**Q:** I'd like to know how much energy GaP gains when it forms from gallium and phosphorus. Five functionals give me five answers. Is there any order in them?

Zinc-blende GaP computed with Ansatz 0.2.0: scalar-relativistic DFT with plane waves and PAW, no spin polarization or dispersion correction, 8×8×8 k mesh, Gaussian smearing of 0.02 eV. Cell and atoms were relaxed, with a force tolerance of 0.005 eV/Å. Energies are relative to the elements' standard crystals in the same functional.

```tsv
functional	wave cutoff	energy over elements (eV/atom)	volume per atom (Å³)
LDA	420 eV	-0.413	19.588
PBE	420 eV	-0.432	20.855
PBEsol	420 eV	-0.409	20.106
r2SCAN	500 eV	-0.525	20.253
HSE06	420 eV	-0.523	20.401
```

**A:** There are two groups. The energy over elements is the energy of GaP minus that of solid gallium and elemental phosphorus, per atom, so a more negative value means a more stable compound. LDA, PBE and PBEsol average -0.42 eV/atom, r2SCAN and HSE06 average -0.52. The step of about 0.1 eV/atom is several times the spread inside either group.

**Q:** I was taught that LDA binds too strongly. Shouldn't it give the most stable GaP?

**A:** It does give the smallest volume, which is the usual sign of overbinding. But PBE's crystal is 6% larger than LDA's, and its compound comes out slightly more stable, not less. PBEsol and r2SCAN make the sharper comparison: their volumes agree within 1%, yet their energies differ by 0.116 eV/atom. Whatever separates the groups, it isn't the size of the crystal.

**Q:** Could a wrong volume still cost enough energy to matter?

**A:** Treat the crystal as a spring. Moving it from its own volume per atom $V$ to another, $V_0$, costs about

$$\Delta E = \tfrac12 B V_0\,[\ln(V/V_0)]^2 ,$$

where $B$ is the bulk modulus, roughly 90 GPa for GaP (a recalled value), or 0.56 eV/Å³. Take LDA's crystal to r2SCAN's volume of 20.25 Å³. The logarithm is -0.033, so the cost is $0.5\times0.56\times20.25\times0.033^2\approx0.006$ eV/atom.

That is far below the difference of 0.11 eV/atom between these two rows. It would also raise LDA's energy and so widen the difference. The estimate covers the compound only; the elements change volume with the functional too, and their cost isn't included.

**Q:** Then perhaps it's the band gap. The functionals that give a stable compound also give a wide gap, don't they?

**A:** They do, and the correlation between gap and energy over the five rows is -0.91. The gaps come from the same calculations. But look at the step from r2SCAN to HSE06: the gap opens by 0.4 eV, and the energy hardly moves. A straight line through all five rows would have GaP gain another 0.06 eV/atom there.

On the k mesh used, PBE's gap is direct, while the other four are indirect, as in real GaP. Using the smallest direct gap in every row leaves the same contradiction.

**Q:** How can such a strong correlation mislead?

**A:** The total energy of a ground state counts filled states only, whereas a gap also involves an empty one. A functional can therefore push the empty states up without making the crystal more stable. Gap and stability may still rise together because both respond to the way exchange is treated. That would make them two results of one cause, not cause and effect.

**Q:** So what does separate the groups?

**A:** The explanation I favour is how well errors cancel between the compound and its elements. The energy over elements is a difference, so an error that each atom carries unchanged from its element into the compound drops out. This is how LDA can bind too strongly and still not exaggerate the stability of GaP: it overbinds the elements as well.

The cancellation is incomplete because the bonds differ in kind. Gallium is a metal with widely shared electrons, phosphorus has covalent bonds and lone pairs, and GaP has polar bonds between unlike atoms. LDA sees only the local density, and PBE and PBEsol add its gradient. With so little information, they can't fully distinguish these situations, and part of the error survives the subtraction.

r2SCAN also uses the kinetic-energy density of the orbitals, which helps it tell a covalent bond from a metallic region. HSE06 mixes in some exact exchange, which reduces the spurious repulsion of an electron with itself. Either change can shift GaP by more or less than the mean of its two elements, and that difference doesn't cancel. By the same reasoning, I'd expect the choice of functional to matter less for a reaction that keeps the kinds of bonds alike.

**Q:** Do the numbers prove that?

**A:** No. They show the two groups, and they rule out GaP's own volume as the sole cause. For the gap, they rule out only a straight-line link. One that levels off at wide gaps would fit these rows, and the case against it is that the total energy counts no empty states. Giving each group its own mean describes the five rows to about 0.008 eV/atom, against 0.022 for the gap line, as the output below shows. But I chose that grouping after seeing the energies. r2SCAN was also run with a higher plane-wave cutoff. And no run has a dispersion correction, which should matter most for elemental phosphorus, whose layers or molecules are held together partly by dispersion. Neither point explains why HSE06 lies 0.091 eV/atom below PBE: those two share a cutoff and differ only in how they treat exchange.

**Q:** Which value should I put into a phase-stability estimate?

**A:** Use one functional for every solid in the balance, and repeat the estimate with one from the other group. The step amounts to about 0.2 eV per GaP unit, enough to change a close decision. The agreement of r2SCAN and HSE06 doesn't show that either is right, since they could err alike. What remains open is which solid carries the shift: gallium, phosphorus or GaP itself.

The analysis program printed:

```
Tests of volume and gap:
     row  gap_eV  volume_vs_r2SCAN_percent  elastic_cost_meV_per_atom  energy_vs_r2SCAN_eV_per_atom
     LDA   1.431                    -3.283                       6.34                         0.112
     PBE   1.583                     2.972                       4.88                         0.093
  PBEsol     1.5                   -0.7258                     0.3019                         0.116
  r2SCAN   1.895                         0                          0                             0
   HSE06   2.303                    0.7308                     0.3016                         0.002
Mean energy of LDA, PBE and PBEsol, eV/atom: -0.418
Mean energy of r2SCAN and HSE06, eV/atom: -0.524
Split between the group means, eV/atom: 0.106
Spread inside the lower-rung group, eV/atom: 0.023
PBE volume above LDA volume, percent: 6.468
PBE energy less LDA energy, eV/atom: -0.019
HSE06 energy less PBE energy, eV/atom: -0.091
Correlation of energy with volume: -0.2891
Correlation of energy with gap: -0.907
Correlation of energy with smallest direct gap: -0.8865
Gap step from r2SCAN to HSE06, eV: 0.408
Direct gap step from r2SCAN to HSE06, eV: 0.362
Energy step from r2SCAN to HSE06, eV/atom: 0.002
fit of E on 5 rows: constant -0.2029 +/- 0.07, coefficient of gap -0.1478 +/- 0.04; rms 0.0221, worst r2SCAN 0.042, leave-one-out rms 0.054
Energy step from r2SCAN to HSE06 expected from the gap line, eV/atom: -0.06029
fit of E on 5 rows: constant -0.418 +/- 0.0058, coefficient of upper -0.106 +/- 0.0092; rms 0.0078, worst PBE 0.014, leave-one-out rms 0.0117
```
